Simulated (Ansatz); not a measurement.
# Sb (Im-3m) in Ansatz: a series of runs

The runs below take Sb through single point, with PBE.

Program: Ansatz 0.2.0. These are calculated values, not measurements. Logs are shortened: lines on timing, memory, paths and dates and some standing lists are left out, and cuts for length are marked.

## 1. Starting point

The structure is cubic, space group Im-3m (No. 229). The conventional cell has a = 3.743 Å, b = 3.743 Å, c = 3.743 Å, α = 90.00°, β = 90.00°, γ = 90.00°. Around Sb (site symmetry m-3m) lie 8 Sb at 3.24 Å.

This isn't the form of Sb at room conditions, which is rhombohedral.

## 2. Single point, PBE

Contents of input.yaml:

```yaml
crystal:
  lattice:
    - [-1.8713408863, 1.8713408863, 1.8713408863]
    - [1.8713408863, -1.8713408863, 1.8713408863]
    - [1.8713408863, 1.8713408863, -1.8713408863]
  atoms:
    - { symbol: Sb, position: [0.0, 0.0, 0.0] }
hamiltonian:
  xc: pbe
  pseudopotentials: { kind: paw }
kpoints:
  mp_grid: { grid: [10, 10, 10] }
scf:
  occupations: { method: gaussian, width: 0.027 }
output:
  forces: true
  stress: true
  eigenvalues: true
```

Potentials or basis: Ansatz PAW.

Started as:

```console
$ ansatz run input.yaml --threads 2 --pin off --max-ram 5632MiB --backend cpu --events-out ev --progress --plain --runs-dir out
```

What it wrote:

```text
Warning: RAYON_NUM_THREADS=2 ignored (pool sized by the plan → 2); use --threads N
Engine: ansatz 0.2.0, aarch64-unknown-linux-gnu
Pseudopotentials: kind: paw
Pseudopotential: Sb, paw, valence charge 15, recommended cutoff 420 eV (normal), Sb.paw.azcp
Functional definition: PBE
  parameter kappa = 0.804
  parameter beta = 0.06672455060314922
  exchange = pbe_x(kappa = kappa, mu = beta*pi^2/3)
  correlation = pbe_c(beta = beta)
Crystal: 1 atoms, lattice volume = 26.213 Å³
Basis set: ecut = 420 eV, 531 PW (Γ), exchange–correlation on 48×48×48 points (8 copies of the dense FFT grid, shifted against one another)
Bands: 12, of which v1, the nominal top of the filled ones, is band 8 counted from 1 (7 counted from 0)
Symmetry: 48 space group operations
Space group: Im-3m (ITA 229), of the structure as read, at distance tolerance 3.0e-5 Å
k-points: 47 of 1000
Non-local potential: Sb, projectors of the file, l = 0: 2, l = 1: 2, l = 2: 2, l = 3: 2
PAW form: soft (Blöchl's): semilocal exchange-correlation on the pseudo side does not see the compensation charge
PAW one-centre angular grid: Sb, 590 points (default); XC on 64 Gauss nodes
Initial density: superposition of atomic densities (neutral atoms: chi_scale 0, normalization atom), corrected by the library's trained network
Initial wavefunctions: pseudopotential atomic-orbital guess
Functional: x = pbe(κ = 0.804, μ = 0.2195149727645171), c = pbe(β = 0.06672455060314922)
SCF iter   1: F=—  HF=-6484.230824 eV  |F-HF|=—  |Δ(HF+E_count)|=         —  Δρ=8.84e-4  dr2=1.41e-4  ethr=1.77e-3  ⟨swp⟩=5.9  Hψ=3356  notcnv=0
preconditioner: auto → Kerker (q_TF=auto, 2.486 Å⁻¹)  [metal: Δε(μ)=0.022 eV  Ē_g=12.656 eV  σ=0.027 eV  W_gap=0.44  n_scr=12 (ndim 8)  ℏωp=16.2 eV  f_vac=0.000  D(μ)=2.56/eV (n_scr^D=42)]
SCF iter   2: F=—  HF=-6484.230320 eV  |F-HF|=—  |Δ(HF+E_count)|=   5.04e-4  Δρ=5.81e-4  dr2=2.59e-5  ethr=9.37e-7  ⟨swp⟩=2.3  Hψ=1368  notcnv=0
SCF iter   3: F=—  HF=-6484.230350 eV  |F-HF|=—  |Δ(HF+E_count)|=   2.97e-5  Δρ=3.18e-4  dr2=8.16e-6  ethr=1.73e-7  ⟨swp⟩=2.1  Hψ=657  notcnv=0
SCF iter   4: F=—  HF=-6484.230366 eV  |F-HF|=—  |Δ(HF+E_count)|=   1.62e-5  Δρ=3.91e-5  dr2=3.62e-7  ethr=5.44e-8  ⟨swp⟩=2.5  Hψ=768  notcnv=0
iter 5 did not close the SCF: its close was put off for the readings that it lacked (scf_convergence_deferred on its scf_iter line)
SCF iter   5: F=-6484.230366 eV  HF=-6484.230366 eV  |F-HF|=4.01e-8  |Δ(HF+E_count)|=   1.64e-7  Δρ=1.20e-5  dr2=4.17e-8  ethr=2.41e-9  ⟨swp⟩=2.0  Hψ=854  notcnv=0
SCF iter   6: F=-6484.230366 eV  HF=-6484.230366 eV  |F-HF|=2.90e-9  |Δ(HF+E_count)|=   1.99e-8  Δρ=3.34e-6  dr2=3.34e-9  ethr=2.78e-10  ⟨swp⟩=3.6  Hψ=2224  notcnv=0
SCF 1 converged in 6 iterations: F = -6484.230366 eV  dr2 = 3.34e-9
SCF converged after 6 iterations
Free energy (F): -6484.230366 eV
Harris-Foulkes:  -6484.230366 eV  (|F-HF|=2.90e-9)
Internal energy: -6484.229433 eV  (E = F + TS)
E sigma→0 (E₀):  -6484.229900 eV
Entropy (-TS):   -0.000932 eV (-0.932 meV/atom)
Fermi energy:    12.028651 eV
--- Per-component energies (eV) ---
  E_band       = -138.045332
  E_kinetic    = 207.117871
  E_local      = -1411.757756  (includes V_loc(G=0)·N_el)
  E_nonlocal   = 361.608461
  E_hartree    = 647.338990
  E_xc         = -138.796511
  E_vxc        = -96.704853  (∫ρ·V_xc dr)
  E_paw        = -4574.556327  (= ΣΔE_a)
  E_vpaw       = -492.984272  (= ΣTr[D̂ρ^β])
  E_aug_tail   = -0.000002  (compensation charges beyond the density's cutoff)
  E_ewald      = -1575.184159
  E_smearing   = -0.000932  (= −TS)
  E_closure    = -0.000000  (closes the sum)
  Σ components = -6484.230366   (vs F -6484.230366, Δ=0.00e0)
--- Forces (eV/Å), atoms counted from 1 ---
  atom   1  Sb    -0.00000000     0.00000000     0.00000000
  max |Σ_I F_I| component: 2.63e-31 eV/Å
--- Stress (GPa, compression-positive) ---
        3.151215      -0.000000       0.000000
        0.000000       3.151215      -0.000000
        0.000000       0.000000       3.151215
  P = ⅓ Tr σ = 3.1512 GPa (31.512 kbar)
--- Band table (eV; the first three rows and the last of 47) ---
  k-point 0: bands = ["-17.2162", "-17.2162", "-17.2162", "-17.1394", "-17.1394", "-1.0102", "17.7490", "17.7490", "17.7490", "23.4217", "23.4217", "23.4217"]
  k-point 1: bands = ["-17.2183", "-17.2119", "-17.2040", "-17.1420", "-17.1399", "-0.7952", "16.1861", "17.0799", "17.5591", "21.7526", "21.9894", "23.3121"]
  k-point 2: bands = ["-17.2240", "-17.2023", "-17.1721", "-17.1474", "-17.1413", "-0.1536", "13.2320", "15.8437", "17.0575", "20.3407", "20.7591", "23.2816"]
  k-point 46: bands = ["-17.2194", "-17.2194", "-17.0993", "-17.0993", "-17.0993", "6.5783", "9.9923", "9.9923", "9.9923", "14.9789", "14.9789", "29.3444"]
```

Wall time 0.49 s (2 threads of Arm Neoverse V2, shared host); peak memory 0.27 GiB.

What came out:

```yaml
Free_energy: -6484.2304 eV
Pressure: 3.2 GPa
Band_gap_on_the_k_mesh: none (metal or under the smearing width)
```

Levels at points of the mesh, in eV from the Fermi level:
| k point | band 5 | band 6 | band 7 | band 8 | band 9 | band 10 | band 11 | band 12 |
| --- | --- | --- | --- | --- | --- | --- | --- | --- |
| (0.00, 0.00, 0.00) | -29.17 | -13.04 | 5.72 | 5.72 | 5.72 | 11.39 | 11.39 | 11.39 |
| (0.00, 0.00, -0.50) | -29.12 | -8.83 | -5.74 | 1.77 | 3.85 | 6.63 | 7.16 | 13.84 |
| (-0.50, -0.50, -0.50) | -29.13 | -5.45 | -2.04 | -2.04 | -2.04 | 2.95 | 2.95 | 17.32 |

Spin-orbit coupling is left out, which matters for the levels of Sb.

## 3. Single point, PBE

input.yaml, as its differences from that of step 2:

```diff
@@ -13,3 +13,3 @@
 scf:
-  occupations: { method: gaussian, width: 0.027 }
+  occupations: { method: gaussian, width: 0.028 }
 output:
```

Potentials or basis: Ansatz PAW.

Started as:

```console
$ ansatz run input.yaml --threads 2 --pin off --max-ram 5632MiB --backend cpu --events-out ev --progress --plain --runs-dir out
```

Run time: 0.49 s. Hardware: 2 threads of Arm Neoverse V2, shared host; peak memory 0.27 GiB.

The run converged. Its results:

```
Free energy            : -6484.2304 eV
Pressure               : 3.2 GPa
Band gap on the k mesh : none (metal or under the smearing width)
```

Levels at points of the mesh, in eV from the Fermi level:
```
              k point  band 5  band 6  band 7  band 8  band 9  band 10  band 11  band 12
   (0.00, 0.00, 0.00)  -29.17  -13.04    5.72    5.72    5.72    11.39    11.39    11.39
  (0.00, 0.00, -0.50)  -29.12   -8.83   -5.74    1.77    3.85     6.63     7.16    13.84
(-0.50, -0.50, -0.50)  -29.13   -5.45   -2.04   -2.04   -2.04     2.95     2.95    17.32
```

The run has no spin-orbit coupling, so splittings on Sb are missing.
